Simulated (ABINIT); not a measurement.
FeO (Wuestite):

```
Fe O
1.0
     0.00000    2.15540    2.15540
     2.15540    0.00000    2.15540
     2.15540    2.15540    0.00000
Fe O
1 1
Direct
  0.00000 0.00000 0.00000
  0.50000 0.50000 0.50000
```

Program: ABINIT 10.8.3 (patched build). Alike in all runs: task band structure; potentials or basis JTH PAW PBE v2.0; spin collinear, ferromagnetic start; cell as given; k mesh 11 × 11 × 11; cutoff (eV) 844; smearing fermi-dirac 0.05 eV.

Q: Order these runs on this cell by their pressure, lowest first.
A. level WC
B. level RPBE
C. level LDA
D. level PW91

A: C (-15.9 GPa), A (-8.7 GPa), D (-1.7 GPa), B (4.2 GPa).

Caveats: the PAW data sets were made with another functional, which shifts forces and pressure a little; a cell with one magnetic atom can't hold antiferromagnetic order, which such compounds often take.

Runs at the PBE level aren't shown here.
